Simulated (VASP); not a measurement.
The system is Al.

```
CELL_PARAMETERS angstrom
0.00000 2.02481 2.02481
2.02481 0.00000 2.02481
2.02481 2.02481 0.00000
ATOMIC_POSITIONS crystal
Al 0.00000 0.00000 0.00000
```

- Program: VASP 6.6.1
- Task: relaxation of cell and atoms
- Functional: PBE
- Dispersion: D3
- Potentials or basis: VASP PAW PBE potentials, release 64 (Al)
- Cutoff: 600 eV
- k mesh: 11 × 11 × 11
- Occupations: fermi-dirac, width 0.05 eV
- Spin: no spin polarisation

At the start: pressure -2.3 GPa; volume 16.60 Å³/atom.

Where does the relaxation end?

Over 3 steps the energy falls by 3.6 meV/atom and the volume is 16.12 Å³/atom (-2.9 %); space group Fm-3m (No. 225, to 0.05 Å).

Step by step:
| step | energy change (eV) | largest force (eV/Å) | pressure (GPa) | volume (Å³) |
| --- | --- | --- | --- | --- |
| 1 | 0.0000 | 0.0000 | -2.33 | 16.60 |
| 2 | -0.0035 | 0.0000 | 0.47 | 16.03 |
| 3 | -0.0036 | 0.0000 | 0.00 | 16.12 |

Final structure:
```
Al
1.0
     0.00000    2.00486    2.00486
     2.00486    0.00000    2.00486
     2.00486    2.00486    0.00000
Al
1
Direct
  0.00000 0.00000 0.00000
```

The cell as given is a measured one (16.60 Å³/atom); PBE+D3 puts the equilibrium volume -2.9 % from it, thermal expansion not counted.

Caveat: pairwise dispersion overbinds metals, which lowers pressure and volume.
